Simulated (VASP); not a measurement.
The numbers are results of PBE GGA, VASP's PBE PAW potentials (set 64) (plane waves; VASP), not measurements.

Input for VASP

POSCAR:
```
SrF2(111) slab
1
    4.1488598733     0.0000000000     0.0000000000
   -2.0744304425     3.5930182084    -0.0000000000
   -0.0000000000    -0.0000000000    25.3368349158
F Sr
6 3
Direct
  0.6666670000   0.3333330000   0.3328750000
  0.3333330000   0.6666670000   0.4665750000
  0.0000000000   0.0000000000   0.3997250000
  0.0000000000   0.0000000000   0.6002750000
  0.6666670000   0.3333330000   0.5334250000
  0.3333330000   0.6666670000   0.6671250000
  0.3333330000   0.6666670000   0.3663000000
  0.0000000000   0.0000000000   0.5000000000
  0.6666670000   0.3333330000   0.6337000000
```

**INCAR**
```
SYSTEM = SrF2(111) slab
PREC = Normal
ENCUT = 450
EDIFF = 1E-5
NELM = 100
ALGO = Normal
LREAL = .FALSE.
LASPH = .TRUE.
ISMEAR = 0
SIGMA = 0.05
GGA = PE
LMAXMIX = 4
LWAVE = .TRUE.
LCHARG = .FALSE.
NELMIN = 4
LDIPOL = .TRUE.
IDIPOL = 3
DIPOL = 0.5 0.5 0.5
IBRION = 2
ISIF = 2
NSW = 50
EDIFFG = -0.03
```

**KPOINTS**
```
Automatic mesh
0
Gamma
6 6 1
0 0 0
```

POTCAR, in this order: F Sr_sv (PBE.64 set). Program: vasp_std.

Output of the run:

### OSZICAR
```
       N       E                     dE             d eps       ncg     rms          rms(c)
DAV:   1     0.695885482604E+03    0.69589E+03   -0.33390E+04   690   0.127E+03
DAV:   2     0.228374484880E+02   -0.67305E+03   -0.66403E+03   832   0.356E+02
DAV:   3    -0.533814665004E+02   -0.76219E+02   -0.76056E+02   745   0.122E+02
DAV:   4    -0.559697939713E+02   -0.25883E+01   -0.25826E+01   868   0.217E+01
DAV:   5    -0.561262992203E+02   -0.15651E+00   -0.15649E+00   972   0.366E+00    0.245E+01
DAV:   6    -0.507573930600E+02    0.53689E+01   -0.27058E+01   652   0.226E+01    0.212E+01
DAV:   7    -0.507006303434E+02    0.56763E-01   -0.11839E+00   908   0.505E+00    0.124E+01
DAV:   8    -0.506262354027E+02    0.74395E-01   -0.25830E-01   724   0.352E+00    0.198E+00
DAV:   9    -0.506116550081E+02    0.14580E-01   -0.75489E-02   788   0.116E+00    0.417E-01
DAV:  10    -0.506047139915E+02    0.69410E-02   -0.11497E-02   876   0.614E-01    0.256E-01
DAV:  11    -0.505997613401E+02    0.49527E-02   -0.47379E-03   820   0.449E-01    0.882E-02
DAV:  12    -0.505966631890E+02    0.30982E-02   -0.57650E-03   748   0.477E-01    0.748E-02
DAV:  13    -0.505969566093E+02   -0.29342E-03   -0.16809E-03   827   0.278E-01    0.635E-02
DAV:  14    -0.505980663067E+02   -0.11097E-02   -0.26634E-04   780   0.880E-02    0.266E-02
DAV:  15    -0.505987652481E+02   -0.69894E-03   -0.10477E-04   681   0.427E-02    0.285E-02
DAV:  16    -0.505991486946E+02   -0.38345E-03   -0.37515E-05   582   0.298E-02    0.986E-03
DAV:  17    -0.505994313894E+02   -0.28269E-03   -0.18712E-05   458   0.174E-02    0.566E-03
DAV:  18    -0.505995965812E+02   -0.16519E-03   -0.17884E-05   494   0.204E-02    0.506E-03
DAV:  19    -0.505996354410E+02   -0.38860E-04   -0.46015E-06   481   0.131E-02    0.318E-03
DAV:  20    -0.505996699074E+02   -0.34466E-04   -0.19520E-06   460   0.599E-03    0.142E-03
DAV:  21    -0.505996924192E+02   -0.22512E-04   -0.10066E-06   470   0.358E-03    0.119E-03
DAV:  22    -0.505997241462E+02   -0.31727E-04   -0.10185E-06   453   0.356E-03    0.103E-03
DAV:  23    -0.505997308433E+02   -0.66971E-05   -0.22271E-07   473   0.177E-03
   1 F= -.50599731E+02 E0= -.50599731E+02  d E =-.505997E+02
       N       E                     dE             d eps       ncg     rms          rms(c)
DAV:   1    -0.506003669092E+02   -0.64276E-03   -0.59773E-01   629   0.444E+00    0.126E-01
DAV:   2    -0.506013716288E+02   -0.10047E-02   -0.11169E-02   686   0.567E-01    0.920E-02
DAV:   3    -0.506013385660E+02    0.33063E-04   -0.20730E-04   937   0.671E-02    0.606E-02
DAV:   4    -0.506012773866E+02    0.61179E-04   -0.77529E-05   601   0.722E-02    0.173E-02
DAV:   5    -0.506012680340E+02    0.93526E-05   -0.41474E-05   604   0.429E-02
   2 F= -.50601268E+02 E0= -.50601268E+02  d E =-.153719E-02
       N       E                     dE             d eps       ncg     rms          rms(c)
DAV:   1    -0.505999374791E+02    0.13399E-02   -0.16726E+00   602   0.742E+00    0.213E-01
DAV:   2    -0.506027127422E+02   -0.27753E-02   -0.31235E-02   673   0.951E-01    0.155E-01
DAV:   3    -0.506026134241E+02    0.99318E-04   -0.62716E-04   972   0.115E-01    0.101E-01
DAV:   4    -0.506024239450E+02    0.18948E-03   -0.21896E-04   700   0.125E-01    0.302E-02
DAV:   5    -0.506023931762E+02    0.30769E-04   -0.12463E-04   740   0.775E-02    0.136E-02
DAV:   6    -0.506023915186E+02    0.16576E-05   -0.10893E-05   484   0.210E-02
   3 F= -.50602392E+02 E0= -.50602392E+02  d E =-.266068E-02
       N       E                     dE             d eps       ncg     rms          rms(c)
DAV:   1    -0.506022207726E+02    0.17240E-03   -0.12583E-01   638   0.204E+00    0.575E-02
DAV:   2    -0.506024322376E+02   -0.21146E-03   -0.23915E-03   668   0.265E-01    0.415E-02
DAV:   3    -0.506024244830E+02    0.77545E-05   -0.48407E-05   820   0.338E-02    0.270E-02
DAV:   4    -0.506024134295E+02    0.11053E-04   -0.17242E-05   484   0.354E-02    0.955E-03
DAV:   5    -0.506024155637E+02   -0.21342E-05   -0.13906E-05   473   0.281E-02
   4 F= -.50602416E+02 E0= -.50602416E+02  d E =-.268472E-02
       N       E                     dE             d eps       ncg     rms          rms(c)
DAV:   1    -0.506023988813E+02    0.14548E-04   -0.19508E-02   635   0.801E-01    0.227E-02
DAV:   2    -0.506024383859E+02   -0.39505E-04   -0.36777E-04   694   0.102E-01    0.171E-02
DAV:   3    -0.506024411639E+02   -0.27781E-05   -0.46249E-06   481   0.114E-02    0.116E-02
DAV:   4    -0.506024494911E+02   -0.83272E-05   -0.33986E-06   459   0.130E-02
   5 F= -.50602449E+02 E0= -.50602449E+02  d E =-.271865E-02
       N       E                     dE             d eps       ncg     rms          rms(c)
DAV:   1    -0.506023098394E+02    0.13132E-03   -0.55960E-01   602   0.420E+00    0.154E-01
DAV:   2    -0.506032259917E+02   -0.91615E-03   -0.10268E-02   713   0.544E-01    0.137E-01
DAV:   3    -0.506031968588E+02    0.29133E-04   -0.18449E-04   953   0.639E-02    0.931E-02
DAV:   4    -0.506031440845E+02    0.52774E-04   -0.12346E-04   659   0.859E-02    0.212E-02
DAV:   5    -0.506031422367E+02    0.18478E-05   -0.44121E-05   686   0.442E-02
   6 F= -.50603142E+02 E0= -.50603142E+02  d E =-.692746E-03
       N       E                     dE             d eps       ncg     rms          rms(c)
DAV:   1    -0.506028425320E+02    0.30155E-03   -0.31920E-01   608   0.317E+00    0.117E-01
DAV:   2    -0.506033579522E+02   -0.51542E-03   -0.58751E-03   721   0.412E-01    0.104E-01
DAV:   3    -0.506033398626E+02    0.18090E-04   -0.10929E-04   905   0.501E-02    0.693E-02
DAV:   4    -0.506033068515E+02    0.33011E-04   -0.67033E-05   594   0.667E-02    0.164E-02
DAV:   5    -0.506033048846E+02    0.19669E-05   -0.27564E-05   628   0.377E-02
   7 F= -.50603305E+02 E0= -.50603305E+02  d E =-.855393E-03
```

OUTCAR:
```
------------------------ aborting loop because EDIFF is reached ----------------------------------------
  FORCE on cell =-STRESS in cart. coord.  units (eV):
  Direction    XX          YY          ZZ          XY          YZ          ZX
  --------------------------------------------------------------------------------------
  Total       -4.1668808     -4.1668812     -2.1882384      0.0000006     -0.0000000     -0.0000000
  in kB      -17.6758830    -17.6758845     -9.2824937      0.0000025     -0.0000000     -0.0000000
  external PRESSURE =     -14.8780871 kB  Pullay stress =       0.0000000 kB
  volume of cell :      377.69
      direct lattice vectors                 reciprocal lattice vectors
     4.148859873  0.000000000  0.000000000     0.241030073  0.139158805  0.000000000
    -2.074430443  3.593018208  0.000000000     0.000000000  0.278317543  0.000000000
     0.000000000  0.000000000 25.336834916     0.000000000  0.000000000  0.039468229
 POSITION                                       TOTAL-FORCE (eV/Angst)
 -----------------------------------------------------------------------------------
      2.07443      1.19767      8.44863        -0.000000      0.000000      0.013921
     -0.00000      2.39535     11.80140         0.000000      0.000000      0.015858
      0.00000      0.00000     10.13929         0.000000      0.000000      0.004571
      0.00000      0.00000     15.19755         0.000000     -0.000000     -0.004571
      2.07443      1.19767     13.53544        -0.000000     -0.000000     -0.015858
     -0.00000      2.39535     16.88821        -0.000000     -0.000000     -0.013921
     -0.00000      2.39535      9.27825         0.000000      0.000000      0.014491
      0.00000      0.00000     12.66842         0.000000      0.000000      0.000000
      2.07443      1.19767     16.05858         0.000000      0.000000     -0.014491
 -----------------------------------------------------------------------------------
    total drift:                                0.000000      0.000000      0.000000
  FREE ENERGIE OF THE ION-ELECTRON SYSTEM (eV)
  ---------------------------------------------------
  free  energy   TOTEN  =       -50.6033048846 eV

  energy  without entropy=      -50.6033048846  energy(sigma->0) =      -50.60330488

 reached required accuracy - stopping structural energy minimisation
```
(Selected blocks of OUTCAR.)

**CONTCAR**
```
SrF2(111) slab
   1.00000000000000
     4.1488598733000002    0.0000000000000000    0.0000000000000000
    -2.0744304425000002    3.5930182084000002    0.0000000000000000
     0.0000000000000000    0.0000000000000000   25.3368349158000008
  F               Sr
     6     3
Direct
     0.6666669999999968    0.3333330000000032    0.3334523164047601
     0.3333330000000032    0.6666669999999968    0.4657803183842624
     0.0000000000000000    0.0000000000000000    0.4001797997250326
     0.0000000000000000    0.0000000000000000    0.5998202002749674
     0.6666669999999968    0.3333330000000032    0.5342196816157374
     0.3333330000000032    0.6666669999999968    0.6665476835952400
     0.3333330000000032    0.6666669999999968    0.3661962903068480
     0.0000000000000000    0.0000000000000000    0.5000000000000000
     0.6666669999999968    0.3333330000000032    0.6338037096931520
```

OUTCAR:
```
 val. band max:       -5.2977417698   @ k =   0.5000  -0.0000   0.0000

 cond. band min:       0.9696967252   @ k =   0.0000   0.0000   0.0000


 Fermi energy:        -4.9931112149

 k-point     1 :       0.0000    0.0000    0.0000
  band No.  band energies     occupation
      1     -35.9823      2.00000
      2     -35.9806      2.00000
      3     -35.8192      2.00000
      4     -24.8601      2.00000
      5     -24.8398      2.00000
      6     -24.5708      2.00000
      7     -24.4997      2.00000
      8     -24.0468      2.00000
      9     -24.0450      2.00000
     10     -17.9455      2.00000
     11     -17.9403      2.00000
     12     -17.8885      2.00000
     13     -17.8885      2.00000
     14     -17.8827      2.00000
     15     -17.8827      2.00000
     16     -17.7816      2.00000
     17     -17.7815      2.00000
     18     -17.6765      2.00000
     19      -6.9952      2.00000
     20      -6.9952      2.00000
     21      -6.9273      2.00000
     22      -6.6529      2.00000
     23      -6.6528      2.00000
     24      -6.5193      2.00000
     25      -6.5192      2.00000
     26      -6.4712      2.00000
     27      -6.2377      2.00000
     28      -5.8913      2.00000
     29      -5.8234      2.00000
     30      -5.8233      2.00000
     31      -5.5391      2.00000
     32      -5.4778      2.00000
     33      -5.4229      2.00000
     34      -5.4229      2.00000
     35      -5.3996      2.00000
     36      -5.3996      2.00000
     37       0.9697      0.00000
     38       1.1889      0.00000
     39       2.0819      0.00000
     40       2.5291      0.00000
     41       2.8462      0.00000
     42       3.6726      0.00000
     43       3.9314      0.00000

 k-point     2 :       0.1667    0.0000    0.0000
  band No.  band energies     occupation
      1     -35.9745      2.00000
      2     -35.9732      2.00000
      3     -35.8118      2.00000
      4     -24.8792      2.00000
      5     -24.8328      2.00000
...
```

At this cut-off the stress carries a Pulay error, which pulls relaxed volumes low.

The cell is a thin slab with vacuum, built from SrF2 (fluorite): (111) face.
